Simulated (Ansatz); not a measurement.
A (001) slab of HfSi₂ (Cmcm (No. 63)), 8 planes, outer planes HfSi2 (top) and HfSi2 (bottom), with 24 atoms (Hf8Si16) in a surface cell of A = 25.780 Å², as cut from the bulk:

```yaml
crystal:
  lattice:
    - [3.62035, 0.00000, 0.00000]
    - [-1.81018, 7.12085, 0.00000]
    - [0.00000, 0.00000, 27.64096]
  atoms:
    - { symbol: Hf, position: [0.10470, 0.20940, 0.27134] }
    - { symbol: Si, position: [0.74982, 0.49964, 0.27134] }
    - { symbol: Si, position: [0.44489, 0.88977, 0.27134] }
    - { symbol: Hf, position: [0.89530, 0.79060, 0.33667] }
    - { symbol: Si, position: [0.25018, 0.50036, 0.33667] }
    - { symbol: Si, position: [0.55511, 0.11023, 0.33667] }
    - { symbol: Hf, position: [0.10470, 0.20940, 0.40200] }
    - { symbol: Si, position: [0.74982, 0.49964, 0.40200] }
    - { symbol: Si, position: [0.44489, 0.88977, 0.40200] }
    - { symbol: Hf, position: [0.89530, 0.79060, 0.46733] }
    - { symbol: Si, position: [0.25018, 0.50036, 0.46733] }
    - { symbol: Si, position: [0.55511, 0.11023, 0.46733] }
    - { symbol: Hf, position: [0.10470, 0.20940, 0.53267] }
    - { symbol: Si, position: [0.74982, 0.49964, 0.53267] }
    - { symbol: Si, position: [0.44489, 0.88977, 0.53267] }
    - { symbol: Hf, position: [0.89530, 0.79060, 0.59800] }
    - { symbol: Si, position: [0.25018, 0.50036, 0.59800] }
    - { symbol: Si, position: [0.55511, 0.11023, 0.59800] }
    - { symbol: Hf, position: [0.10470, 0.20940, 0.66333] }
    - { symbol: Si, position: [0.74982, 0.49964, 0.66333] }
    - { symbol: Si, position: [0.44489, 0.88977, 0.66333] }
    - { symbol: Hf, position: [0.89530, 0.79060, 0.72866] }
    - { symbol: Si, position: [0.25018, 0.50036, 0.72866] }
    - { symbol: Si, position: [0.55511, 0.11023, 0.72866] }
```

Computed with DFT LDA, scalar-relativistic, plane waves, PAW (Ansatz). Settings: cutoff 420 eV, Γ-centred mesh 10×5×1 on the computed 24-atom cell, Gaussian smearing of 0.10 eV; no spin polarisation.

Against the same 24 atoms in the bulk, the slab as cut lies 6.265 eV higher and the relaxed slab 5.709 eV higher.

Q: Work out the surface energy before and after relaxation.

A: The slab has two faces, so γ = (E_slab − N·E_bulk)/(2A), the mean of both. As cut: 6.265/(2 × 25.780) = 0.1215 eV/Å², and 1 eV/Å² = 16.02 J/m², so γ = 1.95 J/m². Relaxed: 5.709/(2 × 25.780) = 0.1107 eV/Å² = 1.77 J/m². Relaxation recovers 9 % of the cost of cutting.

Q: What is the ideal work of this cut, per area?

A: Griffith's ideal work is 2γ: 3.89 J/m² if the new faces stay rigid, 3.55 J/m² if they relax. One thickness was run, 8 planes, so γ can still shift with it.